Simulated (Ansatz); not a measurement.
Theory: Ansatz, DFT PBE, scalar-relativistic, plane waves, PAW. Settings: cutoff 420 eV, Γ-centred meshes spaced at most about 0.3 Å⁻¹ (2π included), Gaussian smearing. No spin polarisation.

All energies are static (0 K, no zero-point motion).

Two relaxed structures of AlGa5As6:

A.

Space group P-4m2 (No. 115). a = 4.061 Å, b = 4.061 Å, c = 17.219 Å, α = 90.00°, β = 90.00°, γ = 90.00°
| atom | site | symmetry | x | y | z |
| --- | --- | --- | --- | --- | --- |
| Al | 1d | -4m2 | 0.0000 | 0.0000 | 0.5000 |
| Ga | 2e | 2mm. | 0.0000 | 0.0000 | 0.8332 |
| Ga | 1b | -4m2 | 0.5000 | 0.5000 | 0.0000 |
| Ga | 2f | 2mm. | 0.5000 | 0.5000 | 0.3336 |
| As | 2g | 2mm. | 0.5000 | 0.0000 | 0.9166 |
| As | 2g | 2mm. | 0.5000 | 0.0000 | 0.2502 |
| As | 2g | 2mm. | 0.0000 | 0.5000 | 0.4173 |

B.

Space group P31m (No. 157). a = 7.011 Å, b = 7.011 Å, c = 6.671 Å, α = 90.00°, β = 90.00°, γ = 120.00°
```csv
atom,site,symmetry,x,y,z
Al,1a,3.m,0.0000,0.0000,0.0006
Ga,2b,3..,0.6667,0.3333,0.0008
Ga,3c,..m,0.3332,0.0000,0.5013
As,1a,3.m,0.0000,0.0000,0.3737
As,2b,3..,0.6667,0.3333,0.3752
As,3c,..m,0.3327,0.0000,0.8753
```

Problem. Which would you expect to be lower, and how large is the difference?

Solution. A is lower, by 11 meV/atom. A has Al and Ga ordered on zinc blende sites, space group P-4m2 (No. 115), 23.7 Å³/atom and a gap of 0.40 eV on its mesh; B has Al and Ga ordered on wurtzite sites, space group P31m (No. 157), 23.7 Å³/atom and a gap of 0.39 eV. In A, around Al lie 4 As at 2.48 Å; Ga on a site of symmetry 2mm has 4 As at 2.49 Å; As on its first site is surrounded by 4 Ga at 2.49 Å; 4 more sites not described. In B, around Al lie 4 As at 2.48–2.49 Å; Ga on a site of symmetry 3 is surrounded by 4 As at 2.48–2.50 Å; around As on a site of symmetry 3m lie 3 Ga at 2.49 Å and 1 Al at 2.49 Å; 3 more sites not described. Both come from invented guesses.

Kohn–Sham gaps at this level usually fall short of measured ones. Cells relaxed within their symmetry can be saddle points.
